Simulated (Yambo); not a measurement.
Input of a Yambo 5.3.0 run:

Contents of optics1.in:

```
optics
chi
Chimod= "HARTREE"
% BndsRnXd
 1 | 29 |
%
NGsBlkXd= 3 Ry
% LongDrXd
 1 | 0 | 0 |
%
% QpntsRXd
 1 | 1 |
%
% EnRngeXd
 0 | 20 | eV
%
% DmRngeXd
 0.1 | 0.1 | eV
%
ETStpsXd= 200
```

scf.in

```
&CONTROL
  calculation = 'scf'
  prefix = 'pwscf'
  outdir = './tmp'
  pseudo_dir = './pseudo'
/
&SYSTEM
  ibrav = 0
  nat = 2
  ntyp = 1
  ecutwfc = 36
  nbnd = 9
  occupations = 'smearing'
  smearing = 'fd'
  degauss = 0.00367493
  force_symmorphic = .true.
/
&ELECTRONS
  conv_thr = 4d-10
  electron_maxstep = 120
  mixing_beta = 0.5
/
ATOMIC_SPECIES
Si    28.0850 Si.upf
CELL_PARAMETERS angstrom
   0.0000000000    2.7925800356    2.7925800356
   2.7925800356    0.0000000000    2.7925800356
   2.7925800356    2.7925800356    0.0000000000
ATOMIC_POSITIONS crystal
Si     0.5000000000    0.5000000000    0.5000000000
Si     0.7500000000    0.7500000000    0.7500000000
K_POINTS automatic
8 8 8 0 0 0
```

nscf.in

```
&CONTROL
  calculation = 'nscf'
  prefix = 'pwscf'
  outdir = './tmp'
  pseudo_dir = './pseudo'
/
&SYSTEM
  ibrav = 0
  nat = 2
  ntyp = 1
  ecutwfc = 36
  nbnd = 124
  occupations = 'fixed'
  force_symmorphic = .true.
/
&ELECTRONS
  conv_thr = 1d-08
  diago_full_acc = .true.
  diago_thr_init = 1d-06
/
ATOMIC_SPECIES
Si    28.0850 Si.upf
CELL_PARAMETERS angstrom
   0.0000000000    2.7925800356    2.7925800356
   2.7925800356    0.0000000000    2.7925800356
   2.7925800356    2.7925800356    0.0000000000
ATOMIC_POSITIONS crystal
Si     0.5000000000    0.5000000000    0.5000000000
Si     0.7500000000    0.7500000000    0.7500000000
K_POINTS automatic
6 6 6 0 0 0
```

Potentials or basis: PseudoDojo 0.4.1 SR PBEsol standard.

Run with:

```console
$ OMP_NUM_THREADS=1 pw.x -in scf.in > scf.out
$ OMP_NUM_THREADS=1 pw.x -in nscf.in > nscf.out
$ cd tmp/pwscf.save; p2y; mv SAVE ../..; cd ../..
$ OMP_NUM_THREADS=1 yambo
$ OMP_NUM_THREADS=1 yambo -F optics1.in -J optics1 -C optics1_out
```

Question: Estimate the electronic dielectric constant along the field.

Answer: 17.32.

Question: Estimate the electronic dielectric constant along the field, independent particles.

Answer: 18.93.

Question: Predict the band gap on the k mesh, mean-field level.

Answer: 0.73 eV, indirect (least direct gap 2.29 eV).

Dielectric function (along the field direction of the input):
```tsv
energy (eV)	real part	imaginary part
0.30	17.48	0.52
0.90	18.95	0.70
1.61	24.53	1.70
2.31	43.78	46.84
3.02	17.83	15.24
3.62	-41.20	73.57
4.32	-8.21	11.41
5.03	-7.03	4.05
5.73	-1.33	5.60
6.33	-6.51	6.48
7.04	-5.34	4.73
7.74	-5.01	1.28
8.44	-2.92	1.66
9.05	-2.05	0.79
9.75	-1.23	1.35
10.45	-1.40	0.92
11.16	-1.39	0.44
11.76	-0.54	0.43
12.46	-0.47	0.46
13.17	-0.53	0.46
13.87	-0.33	0.43
14.47	-0.38	0.23
15.18	-0.10	0.36
15.88	-0.06	0.26
16.58	0.09	0.31
17.19	0.08	0.23
17.89	0.15	0.30
18.59	0.18	0.15
19.30	0.22	0.10
20.00	0.29	0.11
```

Caveat: this k mesh misses the band edges, so its gaps are larger than the crystal's; spectra need much finer meshes, so this one isn't converged; these spectra lack excitons.
